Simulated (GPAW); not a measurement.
Crystal: KF.

```
K F
1.0
     3.25895    0.00000    0.00000
     0.00000    3.25895    0.00000
     0.00000    0.00000    3.25895
K F
1 1
Direct
  0.00000 0.00000 0.00000
  0.50000 0.50000 0.50000
```

The cell comes from a database or a generator and needn't be the stable form of this composition.

| Quantity | Value |
| --- | --- |
| Program | GPAW 26.7.0 |
| Task | single point |
| Functional | PBE |
| Potentials or basis | GPAW PAW data sets (gpaw-data 1.2.1) |
| Cutoff | 800 eV |
| Basis | pw |
| k mesh | 8 × 8 × 8 |
| Occupations | fermi-dirac, width 0.05 eV |
| Spin | no spin polarisation |

On this cell: pressure -0.9 GPa; largest force zero by symmetry; band gap on the k mesh 6.27 eV, indirect (least direct gap 6.32 eV).

The same run follows on a disturbed copy (atoms moved at random, drawn with an rms of 0.05 Å):

```
K F
1.0
     3.25895    0.00000    0.00000
     0.00000    3.25895    0.00000
     0.00000    0.00000    3.25895
K F
1 1
Direct
  0.99886 0.00911 0.98961
  0.50522 0.49190 0.48728
```

Task: What does the disturbed cell give?

Result: The energy moves by +0.7 meV/atom; pressure -0.9 GPa; largest force 0.045 eV/Å; band gap on the k mesh 6.27 eV, indirect (least direct gap 6.32 eV).

Forces in eV/Å, atoms in the order of the input:
```
K    0.016 -0.041 -0.006
F   -0.016  0.041  0.006
```

A k mesh can miss the band edges.
